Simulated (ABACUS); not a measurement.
BAs:

```xyz
2
Lattice="0.0000 2.3885 2.3885 2.3885 0.0000 2.3885 2.3885 2.3885 0.0000" Properties=species:S:1:pos:R:3 pbc="T T T"
As    3.5827    3.5827    3.5827
B     0.0000    0.0000    0.0000
```

```yaml
Program: ABACUS 3.10.1
Task: relaxation of cell and atoms
Functional: BP86
Potentials_or_basis: GBRV ultrasoft 1.5 PBE
Cutoff: 544 eV
Density_cutoff: 4354 eV
Basis: plane waves
k_mesh: 8 × 8 × 8
Occupations: fermi-dirac, width 0.05 eV
Spin: no spin polarisation
```

At the start: pressure 4.6 GPa; volume 13.63 Å³/atom.

**Question.** How do energy, volume and symmetry change on relaxing?

**Answer.** Over 3 steps the energy falls by 6.5 meV/atom and the volume is 14.07 Å³/atom (+3.3 %); space group F-43m (No. 216, to 0.05 Å).

Step by step:
```tsv
step	energy change (eV)	largest force (eV/Å)	pressure (GPa)	volume (Å³)
1	0.0000	0.0000	4.58	27.25
2	-0.0058	0.0000	3.37	27.48
3	-0.0131	0.0000	0.11	28.14
```

Final structure:
```yaml
crystal:
  lattice:
    - [0.00000, 2.41428, 2.41428]
    - [2.41428, 0.00000, 2.41428]
    - [2.41428, 2.41428, 0.00000]
  atoms:
    - { symbol: As, position: [0.75000, 0.75000, 0.75000] }
    - { symbol: B, position: [0.00000, 0.00000, 0.00000] }
```

Caveat: the potentials were made for another functional, which shifts forces and pressure.
